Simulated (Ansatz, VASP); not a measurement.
# Cross-check of Pd (Pd wire along [110], 3 atoms a period) between VASP and Ansatz

Wanted: the spread between two codes on one cell, functional and k mesh. The structure shown is the start of the Ansatz relaxation below; VASP solves that cell, so the two are compared at the walk's first step.

Method: plane waves, with VASP 6.6.1 beside it; single point at PBE, in Ansatz 0.2.0.

## 1. The structure

The cell holds 3 atoms: 3 Pd. Its edges and angles: a = 8.770 Å, b = 9.586 Å, c = 2.786 Å, α = 90.0°, β = 90.0°, γ = 90.0°. Vacuum lies along a and b. The structure's axis is c.

## 2. Ansatz: relaxation, PBE

Ansatz runs on its default PAW (the set named soft_2) files.

The two programs are compared at the cell with which this relaxation starts, whose forces are those of its first step.

input.yaml

```yaml
crystal:
  lattice:
    - [8.77, 0.0, 0.0]
    - [0.0, 9.586, 0.0]
    - [0.0, 0.0, 2.7860007179]
  atoms:
    - { symbol: Pd, position: [0.387685291, 0.645316161, 0.0], spin: 0.48 }
    - { symbol: Pd, position: [0.387685291, 0.354683914, 0.0], spin: 0.48 }
    - { symbol: Pd, position: [0.612314709, 0.500000037, 0.5], spin: 0.48 }
magnetization:
  spin_polarized: true
kpoints:
  mp_grid: { grid: [1, 1, 29] }
scf:
  occupations: { method: fermi_dirac, width: 0.05 }
hamiltonian:
  xc: pbe
relax:
  cell: { fix: [a, b, alpha, beta, gamma] }
  max_steps: 60
```

Launch:

```
ansatz run input.yaml --threads 8 --pin off --max-ram 16384MiB --backend cpu --events-out ev --progress --plain --runs-dir out
```

Numbers of over 12 decimals in the logs are rounded to 6 here.

What it wrote:

```text
Engine: ansatz 0.2.0, aarch64-unknown-linux-gnu
Pseudopotentials: kind: paw
Pseudopotential: Pd, paw, valence charge 18, recommended cutoff 420 eV (normal), Pd.paw.azcp
Functional definition: PBE
  parameter kappa = 0.804
  parameter beta = 0.066725
  exchange = pbe_x(kappa = kappa, mu = beta*pi^2/3)
  correlation = pbe_c(beta = beta)
Crystal: 3 atoms, lattice volume = 234.217 Å³
Basis set: ecut = 420 eV, 4625 PW (Γ), exchange–correlation on 120×144×40 points (8 copies of the dense FFT grid, shifted against one another)
Bands: 34, of which v1, the nominal top of the filled ones, is band 27 counted from 1 (26 counted from 0)
Symmetry: 4 space group operations
Space group: Pmm2 (ITA 25), of the structure as read, at distance tolerance 6.2e-5 Å
Magnetic group: BNS 25.57 (UNI 155), of the structure as read, at distance tolerance 6.2e-5 Å
k-points: 15 of 29
Non-local potential: Pd, projectors of the file, l = 0: 2, l = 1: 2, l = 2: 2, l = 3: 1
PAW form: soft (Blöchl's): semilocal exchange-correlation on the pseudo side does not see the compensation charge
PAW one-centre angular grid: Pd, 590 points (default); XC on 64 Gauss nodes
Initial density: superposition of atomic densities (neutral atoms: chi_scale 0, normalization atom)
Starting moments: Σ|m| = 1.44 μB on 3 of 3 sites
Initial wavefunctions: pseudopotential atomic-orbital guess
Functional: x = pbe(κ = 0.804, μ = 0.219515), c = pbe(β = 0.066725)
SCF iter   1: F=—  HF=-20916.573125 eV  |F-HF|=—  |Δ(HF+E_count)|=         —  Δρ=3.72e-2 (↑3.72e-2 ↓2.92e-2)  dr2=1.22e1  dr2_m=8.12e-2  M=0.990 μB ∫|m|=1.021 μB  β_m=0.30  ethr=3.10e-3  ⟨swp⟩=6.2  Hψ=4350  notcnv=0
preconditioner: auto → LDOS  [metal: Δε(μ)=0.017 eV  Ē_g=4.478 eV  σ=0.050 eV  W_gap=0.09  n_scr=30 (ndim 8)  ℏωp=13.3 eV  f_vac=0.670  D(μ)=7.69/eV (n_scr^D=50)]
spin=Collinear: LDOS preconditioning applied to the charge; magnetization (m = ρ↑ − ρ↓) channel mixes plain (no charge-response kernel on spin).
SCF iter   2: F=—  HF=-20914.750905 eV  |F-HF|=—  |Δ(HF+E_count)|=    1.82e0  Δρ=1.77e-2 (↑1.77e-2 ↓1.37e-2)  dr2=2.80e0  dr2_m=4.96e-2  M=0.894 μB ∫|m|=0.952 μB  β_m=0.30  ethr=3.10e-3  ⟨swp⟩=2.0  Hψ=1895  notcnv=0  defer=25
SCF iter   3: F=—  HF=-20914.315646 eV  |F-HF|=—  |Δ(HF+E_count)|=   4.35e-1  Δρ=7.15e-3 (↑6.59e-3 ↓7.15e-3)  dr2=4.68e-1  dr2_m=2.61e-2  M=0.887 μB ∫|m|=0.958 μB  β_m=0.30  ethr=3.10e-3  ⟨swp⟩=2.0  Hψ=1712  notcnv=0  defer=25
SCF iter   4: F=—  HF=-20914.267437 eV  |F-HF|=—  |Δ(HF+E_count)|=   4.82e-2  Δρ=3.50e-3 (↑2.75e-3 ↓3.50e-3)  dr2=3.36e-2  dr2_m=1.27e-2  M=0.916 μB ∫|m|=0.981 μB  β_m=1.00  ethr=8.66e-4  ⟨swp⟩=2.5  Hψ=1543  notcnv=0  defer=27
SCF iter   5: F=—  HF=-20914.280928 eV  |F-HF|=—  |Δ(HF+E_count)|=   1.35e-2  Δρ=1.27e-3 (↑9.95e-4 ↓1.27e-3)  dr2=1.35e-2  dr2_m=5.03e-4  M=0.902 μB ∫|m|=0.978 μB  β_m=0.30  ethr=6.22e-5  ⟨swp⟩=2.2  Hψ=1662  notcnv=0  defer=26
SCF iter   6: F=—  HF=-20914.286328 eV  |F-HF|=—  |Δ(HF+E_count)|=   5.40e-3  Δρ=7.30e-4 (↑7.30e-4 ↓6.89e-4)  dr2=2.01e-3  dr2_m=3.77e-4  M=0.897 μB ∫|m|=0.971 μB  β_m=0.30  ethr=2.49e-5  ⟨swp⟩=2.6  Hψ=1500  notcnv=0  defer=26
Mixer restart at iter 6: flushing history
spin-set hold released at iteration 6 (site moments contracting): the magnetisation degrees of freedom join the quasi-Newton model from the next iteration; the mixer history was flushed
SCF iter   7: F=—  HF=-20914.287005 eV  |F-HF|=—  |Δ(HF+E_count)|=   6.76e-4  Δρ=5.38e-4 (↑5.21e-4 ↓5.38e-4)  dr2=9.68e-4  dr2_m=2.86e-4  M=0.896 μB ∫|m|=0.969 μB  β_m=0.65  ethr=3.72e-6  ⟨swp⟩=1.1  Hψ=996  notcnv=0  defer=26
SCF iter   8: F=—  HF=-20914.288102 eV  |F-HF|=—  |Δ(HF+E_count)|=   1.10e-3  Δρ=2.03e-4 (↑2.03e-4 ↓1.88e-4)  dr2=1.16e-4  dr2_m=6.28e-5  M=0.888 μB ∫|m|=0.959 μB  β_m=0.70  ethr=1.79e-6  ⟨swp⟩=2.2  Hψ=1613  notcnv=0  defer=26
SCF iter   9: F=—  HF=-20914.288139 eV  |F-HF|=—  |Δ(HF+E_count)|=   3.72e-5  Δρ=9.30e-5 (↑8.74e-5 ↓9.30e-5)  dr2=2.15e-5  dr2_m=1.42e-5  M=0.885 μB ∫|m|=0.955 μB  β_m=0.85  ethr=2.15e-7  ⟨swp⟩=2.2  Hψ=1525  notcnv=0  defer=26
[...]
SCF iter  14: F=-20914.597034 eV  HF=-20914.597034 eV  |F-HF|=8.73e-11  |Δ(HF+E_count)|=   1.36e-9  Δρ=2.24e-7 (↑2.03e-7 ↓2.24e-7)  dr2=1.59e-10  dr2_m=2.24e-11  M=0.000 μB ∫|m|=0.000 μB  ethr=1.00e-12  ⟨swp⟩=1.0  Hψ=3243  notcnv=0
the starting moments were not kept: the SCF closed with an absolute magnetisation of 3.0e-5 μB, where they sum to 1.44 μB in size (3 sites). That is at most 0.1 of that sum. Measured as dr2_m measures the in/out step, that magnetisation stands 2.9e-10 eV from none, at or under the dr2_threshold of 1.5e-7 eV: it is no larger than a step whose dr2_m would equal this threshold.
SCF 5 converged in 14 iterations: F = -20914.597034 eV  dr2 = 1.59e-10
relax step   5: F+E_penalty+E_count = -20914.59703393 eV  Δ(F+E_penalty+E_count) = -1.546e-3 eV  max|allowed force component| = 4.734e-3 eV/Å  Δτ_max = 0.0128 Å  P = -0.052 GPa  Ω = 218.089 Å³  energy of the carried Pulay correction = +1.322e-3 eV  fix = [a, b, alpha, beta, gamma]  reactions: a -0.155, b -0.016 GPa  (14 SCF iters, dr2 threshold 1.50e-7 eV, accepted)
Basis set: ecut = 420 eV, 4297 PW (Γ), exchange–correlation on 120×144×36 points (8 copies of the dense FFT grid, shifted against one another)
Initial wavefunctions: pseudopotential atomic-orbital guess (no wavefunctions were taken with the density)
iter 1 solved again at ethr=6.75e-7 eV; its pass at ethr=3.10e-3 eV (dr2=3.65e-4 eV) is discarded
SCF iter   1: F=—  HF=-20914.594431 eV  |F-HF|=—  |Δ(HF+E_count)|=         —  Δρ=7.97e-5 (↑7.97e-5 ↓7.97e-5)  dr2=9.43e-6  dr2_m=2.20e-11  M=0.000 μB ∫|m|=0.000 μB  β_m=0.30  ethr=6.75e-7  ⟨swp⟩=3.3  Hψ=7154  notcnv=0
preconditioner: auto → LDOS  [metal: Δε(μ)=0.028 eV  Ē_g=5.782 eV  σ=0.050 eV  W_gap=0.14  n_scr=32 (ndim 8)  ℏωp=13.8 eV  f_vac=0.662  D(μ)=5.64/eV (n_scr^D=32)]
spin=Collinear: LDOS preconditioning applied to the charge; magnetization (m = ρ↑ − ρ↓) channel mixes plain (no charge-response kernel on spin).
SCF iter   2: F=—  HF=-20914.594432 eV  |F-HF|=—  |Δ(HF+E_count)|=   1.05e-6  Δρ=5.06e-5 (↑5.06e-5 ↓5.06e-5)  dr2=3.43e-6  dr2_m=1.86e-11  M=0.000 μB ∫|m|=0.000 μB  β_m=0.52  ethr=1.75e-8  ⟨swp⟩=2.0  Hψ=1440  notcnv=0
SCF iter   3: F=—  HF=-20914.594510 eV  |F-HF|=—  |Δ(HF+E_count)|=   7.75e-5  Δρ=1.06e-5 (↑1.06e-5 ↓1.06e-5)  dr2=1.68e-7  dr2_m=8.37e-12  M=0.000 μB ∫|m|=0.000 μB  β_m=0.57  ethr=6.35e-9  ⟨swp⟩=2.7  Hψ=1932  notcnv=0
SCF iter   4: F=—  HF=-20914.594510 eV  |F-HF|=—  |Δ(HF+E_count)|=   3.67e-7  Δρ=2.45e-6 (↑2.45e-6 ↓2.42e-6)  dr2=2.58e-8  dr2_m=4.91e-12  M=0.000 μB ∫|m|=0.000 μB  β_m=0.55  ethr=3.12e-10  ⟨swp⟩=2.9  Hψ=1882  notcnv=0
SCF iter   5: F=—  HF=-20914.594510 eV  |F-HF|=—  |Δ(HF+E_count)|=   2.47e-8  Δρ=9.88e-7 (↑9.88e-7 ↓9.71e-7)  dr2=5.44e-9  dr2_m=3.71e-12  M=0.000 μB ∫|m|=0.000 μB  β_m=0.57  ethr=4.78e-11  ⟨swp⟩=2.0  Hψ=1476  notcnv=0
SCF iter   6: F=—  HF=-20914.594510 eV  |F-HF|=—  |Δ(HF+E_count)|=   5.51e-9  Δρ=4.08e-7 (↑4.08e-7 ↓3.88e-7)  dr2=1.06e-9  dr2_m=2.64e-12  M=0.000 μB ∫|m|=0.000 μB  β_m=0.62  ethr=1.01e-11  ⟨swp⟩=2.0  Hψ=1472  notcnv=0
SCF iter   7: F=—  HF=-20914.594510 eV  |F-HF|=—  |Δ(HF+E_count)|=   1.89e-8  Δρ=1.11e-7 (↑1.11e-7 ↓8.25e-8)  dr2=1.57e-10  dr2_m=1.79e-12  M=0.000 μB ∫|m|=0.000 μB  β_m=0.62  ethr=1.96e-12  ⟨swp⟩=2.0  Hψ=1374  notcnv=0
SCF iter   8: F=-20914.594510 eV  HF=-20914.594510 eV  |F-HF|=1.46e-11  |Δ(HF+E_count)|=  1.53e-10  Δρ=4.35e-8 (↑4.35e-8 ↓4.03e-8)  dr2=1.65e-11  dr2_m=1.26e-12  M=0.000 μB ∫|m|=0.000 μB  ethr=1.00e-12  ⟨swp⟩=6.0  Hψ=4397  notcnv=0
the starting moments were not kept: the SCF closed with an absolute magnetisation of 2.0e-5 μB, where they sum to 1.44 μB in size (3 sites). That is at most 0.1 of that sum.
SCF 6 converged in 8 iterations: F = -20914.594510 eV  dr2 = 1.65e-11
relax step   6: F+E_penalty+E_count = -20914.59451027 eV  Δ(F+E_penalty+E_count) = +2.524e-3 eV  max|allowed force component| = 5.012e-3 eV/Å  Δτ_max = 0.0000 Å  P = -0.043 GPa  Ω = 218.089 Å³  fix = [a, b, alpha, beta, gamma]  reactions: a -0.152, b -0.011 GPa  stress off target by 3.39e-2 GPa on what of the cell is left free  SCF on the basis re-selected at this cell (its energy is not comparable with the rows above)  (8 SCF iters)
basis re-selected at this cell: Δ(F+E_penalty+E_count) = +2.524e-3 eV, ΔP = +0.009 GPa vs the last step (what re-selecting the basis moved, of the pressure what is left beyond the Pulay correction that the steps carried, after the strain that the cell walked since its last selection, with what the two solves' SCF thresholds leave and, on support functions, any second-order correction that the steps lacked; it is no measure of the basis error at this ecutwfc). The dense FFT grid was sized anew with the basis: this SCF ran on 60×72×18 points, the steps before it on 60×72×20, so part of this shift can come from that change (see relax.cell in the input reference). [rest of the remark cut]
SCF converged after 8 iterations
Magnetization: 0.0000 μB (27.0000 up, 27.0000 down)
Absolute magnetization: 0.0000 μB (∫|ρ↑−ρ↓|, with the PAW one-centre terms)
Spin contamination: 0.0000 ħ² per cell (⟨S²⟩ above its minimum at these occupations)
Per-site moments (μB) at R_I (Å): [(6.5080846482363245e-6, 1.065030), (6.508084648162262e-6, 1.065030), (4.886948029639257e-6, 1.070089)]
Free energy (F): -20914.594510 eV
Harris-Foulkes:  -20914.594510 eV  (|F-HF|=1.46e-11)
Internal energy: -20914.547127 eV  (E = F + TS)
E sigma→0 (E₀):  -20914.570819 eV
Entropy (-TS):   -0.047383 eV (-15.794 meV/atom)
Fermi energy:    0.310737 eV
--- Per-component energies (eV) ---
  E_band       = -1422.352942
  E_kinetic    = 1544.394943
  E_local      = -21590.889163  (includes V_loc(G=0)·N_el)
  E_nonlocal   = 656.501034
  E_hartree    = 9795.242941
  E_xc         = -501.205056
  E_vxc        = -627.826415  (∫ρ·V_xc dr)
  E_paw        = -11254.913927  (= ΣΔE_a)
  E_vpaw       = -995.019764  (= ΣTr[D̂ρ^β])
  E_aug_tail   = 0.000612  (compensation charges beyond the density's cutoff)
  E_ewald      = 436.321489
  E_smearing   = -0.047383  (= −TS)
  E_closure    = 0.000000  (closes the sum)
  Σ components = -20914.594510   (vs F -20914.594510, Δ=0.00e0)
--- Forces (eV/Å), atoms counted from 1 ---
  atom   1  Pd     0.00020174    -0.00501179     0.00000000
  atom   2  Pd     0.00020174     0.00501179     0.00000000
  atom   3  Pd    -0.00040308     0.00000000     0.00000000
  max |Σ_I F_I| component: 4.06e-7 eV/Å
--- Stress (GPa, compression-positive) ---
       -0.151865       0.000000       0.000000
        0.000000      -0.010877       0.000000
        0.000000       0.000000       0.033942
  P = ⅓ Tr σ = -0.0429 GPa (-0.429 kbar)
--- Relaxed structure (5 steps of the walk, 5 accepted, 1 SCFs on fresh bases) ---
  F+E_penalty+E_count = -20914.59451027 eV   max|allowed force component| = 5.012e-3 eV/Å   (the final SCF, on the basis selected at the relaxed cell)
  cell:  # Å, volume = 218.0886 Å³
    - [8.77, 0.0, 0.0]
    - [0.0, 9.586, 0.0]
    - [0.0, 0.0, 2.594155]
  atoms:
    - { symbol: Pd, position: [0.386207, 0.634670, 0.0] }
    - { symbol: Pd, position: [0.386207, 0.365330, 0.0] }
    - { symbol: Pd, position: [0.615272, 0.5, 0.5] }
```

(Part 1 of 2 ends here.)

[Lines on the potential files, build, host, timing and source positions are cut from VASP's logs without a mark.]

[Logs are printed without paths, hosts, clocks, repeated set-up lines and the standing remarks that a program may print on its own settings, such as how far it seeks lower states.]

[Hosts, paths, dates, database ids (printed as entryN), source tags and the programs' standing remarks are cut or masked in the printed files.]
